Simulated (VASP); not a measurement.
CdSe: single point with PBEsol

**Experimental background.**

From a printed reference work, data compilation, for a bulk crystal of CdSe at 2 K: band gap 1.841 eV.

Crystal: CdSe.

```
CELL_PARAMETERS angstrom
4.30132 0.00000 0.00000
-2.15066 3.72505 0.00000
0.00000 0.00000 7.02113
ATOMIC_POSITIONS crystal
Cd 0.66667 0.33333 0.50468
Cd 0.33333 0.66667 0.00468
Se 0.66667 0.33333 0.88032
Se 0.33333 0.66667 0.38032
```

* Program: VASP 6.6.1
* Task: single point
* Functional: PBEsol
* Potentials or basis: VASP PAW PBE potentials, release 64 (Cd, Se)
* Cutoff: 520 eV
* k mesh: 7 × 7 × 4
* Occupations: fermi-dirac, width 0.05 eV
* Spin: no spin polarisation
* Dipole correction: no
* Further INCAR settings: ALGO = Normal; EDIFF = 1e-06; NBANDS = 26

- Pressure: 0.4 GPa
- Band gap on the k mesh: 0.54 eV

Levels at points of the mesh, in eV from the valence-band top:
```tsv
k point	band 14	band 15	band 16	band 17	band 18	band 19	band 20	band 21	band 22	band 23
(0.00, 0.00, 0.00)	-0.78	-0.78	-0.05	0.00	0.00	0.54	2.10	5.78	5.78	6.06
(0.00, 0.00, 0.50)	-2.72	-0.41	-0.41	-0.41	-0.41	2.28	2.28	5.74	5.74	6.18
```

Run time: 83 s on 1 thread of Intel Xeon 8259CL, on a shared host, peak memory 0.25 GiB.

Against the measured gap of CdSe, 1.841 eV (2 K; a printed reference work, data compilation), the calculated 0.54 eV is off by -1.30 eV. So large a miss can be the level of theory's own, or it may mean another phase, state or a wrong row. Spin-orbit coupling on Cd, Se is left out. The value is that of PBEsol, without temperature or zero-point motion. Semilocal functionals fall short of measured gaps as a rule.

Caveat: the PAW data sets were made with another functional, which shifts forces and pressure a little.
